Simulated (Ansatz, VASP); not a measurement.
# Hg in VASP and in Ansatz

```xyz
3
Lattice="5.3261 0.0000 0.0000 -2.6631 4.6126 0.0000 0.0000 0.0000 3.1389" Properties=species:S:1:pos:R:3 pbc="T T T"
Hg    0.0000    3.0750    1.5695
Hg    0.0000    0.0000    0.0000
Hg    2.6631    1.5375    1.5695
```

Alike in both runs: functional PBE; dispersion D3(BJ); k mesh 9 × 9 × 14; occupations gaussian, width 0.1 eV; no spin polarisation.

Ansatz relaxed the structure, and its values are those at the end. VASP's run is a single point on that final structure, the one shown.

|  | VASP | Ansatz |
| --- | --- | --- |
| version | VASP 6.6.1 | Ansatz 0.2.0 |
| potentials or method | VASP PAW PBE potentials, release 64 (Hg) | scalar-relativistic, plane waves, PAW |
| plane-wave cutoff (eV) | 520 | 420 |
| valence electrons in the cell | 36 | 60 |

|  | VASP | Ansatz | Ansatz less VASP |
| --- | --- | --- | --- |
| gap on the k mesh at the Fermi level (eV) | none | none | - |
| pressure (GPa) | 0.2 | 0.0 | -0.21 |

A gap of «none» marks a metal or a gap that the smearing closes. The two sets of potentials don't hold the same shells in valence.

Caveats: pairwise dispersion overbinds metals, which lowers pressure and volume. The runs have no spin-orbit coupling, so splittings on Hg are missing.
